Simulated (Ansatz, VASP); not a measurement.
Two plane-wave programs on GaSb3

```
Ga Sb
1.0
     0.00000    3.46261    3.75174
     3.46261    0.00000    3.75174
     3.46261    3.46261    0.00000
Ga Sb
1 3
Direct
  0.00000 0.00000 0.00000
  0.25000 0.25000 0.25000
  0.75000 0.75000 0.75000
  0.50000 0.50000 0.50000
```

Alike in both runs: task single point; functional LDA; k mesh 10 × 10 × 10; occupations gaussian, width 0.15 eV; no spin polarisation.

```csv
,VASP,Ansatz
version,VASP 6.6.1,Ansatz 0.2.0
potentials or method,"VASP PAW LDA potentials, release 64 (Ga_d, Sb)","scalar-relativistic, plane waves, PAW"
plane-wave cutoff (eV),520,420
valence electrons in the cell,28,58
```

|  | VASP | Ansatz | Ansatz less VASP |
| --- | --- | --- | --- |
| gap on the k mesh at the Fermi level (eV) | none | none | - |
| pressure (GPa) | 4.8 | 4.6 | -0.21 |
| largest component of the traceless stress (GPa) | 2.30 | 2.26 | -0.037 |

A gap of «none» marks a metal or a gap that the smearing closes. The two sets of potentials don't hold the same shells in valence. Ansatz warned: «pseudo_functional_mismatch».

The runs have no spin-orbit coupling, so splittings on Sb are missing.
